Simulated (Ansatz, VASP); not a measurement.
CaSe in VASP and in Ansatz

```xyz
2
Lattice="0.0000 3.1897 3.1897 3.1897 0.0000 3.1897 3.1897 3.1897 0.0000" Properties=species:S:1:pos:R:3 pbc="T T T"
Ca    0.0000    0.0000    0.0000
Se    1.5949    1.5949    1.5949
```

Change from the starting cell: hydrostatic strain -2.7%.

Alike in both runs: task single point; functional r2SCAN; k mesh 6 × 6 × 6; no spin polarisation.

```csv
,VASP,Ansatz
version,VASP 6.6.1,Ansatz 0.2.0
potentials or method,"VASP PAW PBE potentials, release 64 (Ca_sv, Se)","plane waves, PAW"
plane-wave cutoff (eV),520,500
occupations,"gaussian, width 0.01 eV",fixed
valence electrons in the cell,16,26
```

Ansatz gave:

| Property | Result |
| --- | --- |
| gap on the k mesh at the Fermi level (eV) | 3.91 |
| pressure (GPa) | 3.5 |

**Question.** Which values does VASP return?

**Answer.** gap on the k mesh at the Fermi level (eV): 3.90; pressure (GPa): 3.7.

The two sets of potentials don't hold the same shells in valence.

Caveats: the PAW data sets were made with another functional, which shifts forces and pressure a little (VASP). A k mesh can miss the band edges.
